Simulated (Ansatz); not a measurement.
Convergence notes, G0W0 on BaS (Fm-3m)

BaS (Fm-3m) from a database of computed structures, relaxed with r2SCAN; one-shot G0W0 in Ansatz without spin-orbit coupling. The values are computed, spin-unpolarised, and not measurements.

```
CELL_PARAMETERS angstrom
0.00000 3.21195 3.21195
3.21195 0.00000 3.21195
3.21195 3.21195 0.00000
ATOMIC_POSITIONS crystal
Ba 0.00000 0.00000 0.00000
S 0.50000 0.50000 0.50000
```

Gaps are read over the mesh points alone. G0W0 values are finite-basis, finite-mesh values.
```
 start       potentials      frequency model   mesh  empty bands  screening cutoff (eV)  Kohn-Sham gap (eV)  G0W0 gap (eV)
   PBE              PAW  contour deformation  6×6×6          197                    120                2.23           3.44
   PBE              PAW  contour deformation  6×6×6          491                    220                2.23           3.55
   PBE              PAW  contour deformation  6×6×6          902                    300                2.23           3.58
 HSE06              PAW  contour deformation  6×6×6          491                    220                3.14           4.01
r2SCAN              PAW  contour deformation  6×6×6          491                    220                2.58           3.77
  PBE0              PAW  contour deformation  6×6×6          491                    220                3.83           4.23
   PBE              PAW     Godby-Needs pole  6×6×6          491                    220                2.23           3.49
   PBE              PAW  contour deformation  8×8×8          107                     80                2.23           3.33
   PBE  norm-conserving  contour deformation  6×6×6          491                    220                2.23           3.55
```

G0W0 moves the gap on the mesh from 2.23 eV (PBE) to 3.58 eV (Γ to X). Renormalisation factors Z lie between 0.74 and 0.81.

Raising bands and cutoff together moves the gap by +0.11 eV (120 to 220 eV), then +0.03 eV (220 to 300 eV); the last step is small, which bounds nothing strictly. Starting from HSE06 (3.14 eV against PBE's 2.23 eV) gives 4.01 eV, +0.46 eV from G0W0@PBE at the same screening cutoff. Starting from r2SCAN (2.58 eV against PBE's 2.23 eV) gives 3.77 eV, +0.22 eV from G0W0@PBE at the same screening cutoff. Starting from PBE0 (3.83 eV against PBE's 2.23 eV) gives 4.23 eV, +0.68 eV from G0W0@PBE at the same screening cutoff. The Godby-Needs plasmon pole differs from contour deformation by -0.06 eV. Norm-conserving potentials (wave cutoff 770 eV against 420 eV) shift the quasiparticle gap by 0.00 eV and the PBE gap by 0.00 eV. r2SCAN runs take a wave cutoff of 500 eV.
